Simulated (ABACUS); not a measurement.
## InPd in ABACUS: the effect of pseudo set

The system is InPd.

```
In Pd
1.0
     3.33606    0.00000    0.00000
     0.00000    3.33606    0.00000
     0.00000    0.00000    3.33606
In Pd
1 1
Direct
  0.00000 0.00000 0.00000
  0.50000 0.50000 0.50000
```

The cell comes from a database or a generator and needn't be the stable form of this composition.

The cell isn't the ideal one: volume scaled by 1.06.

Alike in all runs:

```yaml
Program: ABACUS 3.10.1
Task: equation of state
Functional: PBE
Basis: plane waves
k_mesh: 6 × 6 × 6
Occupations: fermi-dirac, width 0.05 eV
Spin: no spin polarisation
```

**Question.** One run gave: pressure -3.8 GPa. Which pseudo set did it use?
A. PseudoDojo NC SR 0.5 PBE stringent
B. Ansatz NC PBE
C. SG15 ONCV 1.2 PBE
D. SPMS ONCV 1.0 PBE
E. GBRV ultrasoft 1.5 PBE

**Answer.** E.

```csv
pseudo set,cutoff,pressure (GPa)
Ansatz NC PBE,1116 eV,-2.8
GBRV ultrasoft 1.5 PBE,544 eV,-3.8
PseudoDojo NC SR 0.4.1 PBE standard,1116 eV,-2.8
PseudoDojo NC SR 0.5 PBE stringent,1116 eV,-2.8
SG15 ONCV 1.2 PBE,1116 eV,-2.7
SPMS ONCV 1.0 PBE,1116 eV,-2.5
```

Caveats: this set's palladium file may shift the pressure by some GPa (some runs).

The runs don't all hold the same shells in valence.
